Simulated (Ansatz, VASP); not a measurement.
**Ni in VASP and in Ansatz**

```
Ni
1.0
     0.00000    1.71044    1.71044
     1.71044    0.00000    1.71044
     1.71044    1.71044    0.00000
Ni
1
Direct
  0.00000 0.00000 0.00000
```

Alike in both runs: functional LDA; k mesh 15 × 15 × 15; occupations fermi-dirac, width 0.1 eV; no spin polarisation.

Ansatz relaxed the structure, and its values are those at the end. VASP's run is a single point on that final structure, the one shown.

```csv
,VASP,Ansatz
version,VASP 6.6.1,Ansatz 0.2.0
potentials or method,"VASP PAW LDA potentials, release 64 (Ni)","plane waves (420 eV) with PAW, scalar-relativistic"
plane-wave cutoff (eV),520,420
valence electrons in the cell,10,18
```

|  | VASP | Ansatz | Ansatz less VASP |
| --- | --- | --- | --- |
| pressure (GPa) | -0.1 | 0.0 | +0.07 |

The two sets of potentials don't hold the same shells in valence. Ansatz warned: «pseudo_functional_mismatch».

Caveats: the run has no spin polarisation, though such a crystal can be magnetic. Spin polarisation is off, so any magnetic state and its effect on volume and gap are missing.
